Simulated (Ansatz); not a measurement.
# Mo: the cost of one run

Computed with Ansatz 0.2.0 (DFT PBE, scalar-relativistic, plane waves, PAW, unless a step's input says otherwise).

The COD entry's cell or inner coordinates are ideal or old and differ from later refinements, so a difference from it is no clean test against experiment.

**1. Starting point**

It takes space group Im-3m (No. 229, cubic). The conventional cell has a = 3.142 Å, b = 3.142 Å, c = 3.142 Å, α = 90.00°, β = 90.00°, γ = 90.00°. Mo (site symmetry m-3m) is surrounded by 8 Mo at 2.72 Å.

Structure file:

```
Mo
1.0
    -3.14200   -3.14200    3.14200
    -3.14200    3.14200   -3.14200
     3.14200   -3.14200   -3.14200
Mo
8
Direct
  0.50000 0.50000 0.50000
  0.00000 0.50000 0.50000
  0.50000 0.00000 0.50000
  0.00000 0.00000 0.50000
  0.50000 0.50000 0.00000
  0.00000 0.50000 0.00000
  0.50000 0.00000 0.00000
  0.00000 0.00000 0.00000
```

No relaxation comes first: the listed cell is the starting point.

**2. Zero of energy**

The cell is repeated 8 times, 8 atoms in all. The reference gives a free energy of -39648.1681 eV, pressure 4.85 GPa, largest force 0.000 eV/Å and gap on the mesh none (metal). It was computed beforehand with the settings of the runs below.

**3. The scan: a one-atom displacement scan**

Atom 1 (Mo) is moved by x along the Cartesian unit vector (1.000, 0.000, 0.000); the cell and all other atoms stay fixed. Forces below are components along that vector, summed over the moved atoms. In a periodic cell its images move with it.

**4. Point x = -0.200 Å**

input.yaml

```yaml
crystal:
  lattice:
    - [-3.142, -3.142, 3.142]
    - [-3.142, 3.142, -3.142]
    - [3.142, -3.142, -3.142]
  atoms:
    - { symbol: Mo, position: [0.5318268619, 0.5318268619, 0.5] }
    - { symbol: Mo, position: [0.0, 0.5, 0.5] }
    - { symbol: Mo, position: [0.5, 0.0, 0.5] }
    - { symbol: Mo, position: [0.0, 0.0, 0.5] }
    - { symbol: Mo, position: [0.5, 0.5, 0.0] }
    - { symbol: Mo, position: [0.0, 0.5, 0.0] }
    - { symbol: Mo, position: [0.5, 0.0, 0.0] }
    - { symbol: Mo, position: [0.0, 0.0, 0.0] }
basis:
  ecutwfc: 420
kpoints:
  mp_grid: { grid: [12, 12, 12] }
hamiltonian:
  xc: pbe
scf:
  occupations: { method: gaussian, width: 0.15 }
output:
  forces: true
  stress: true
  eigenvalues: true
  write_density: true
  write_potential: true
  elf: true
  volumetric_format: npy
```

Launch:

```bash
> ansatz run input.yaml --threads 2 --pin off --max-ram 5120MiB --backend cpu --events-out ev --progress --plain --runs-dir out
```

**Question.** How long does this run take on 2 threads of Oxide Virtual Turin-like (Zen 5), shared host, and how much memory does it need?

About 44 s, with a peak of 1.1 GiB.
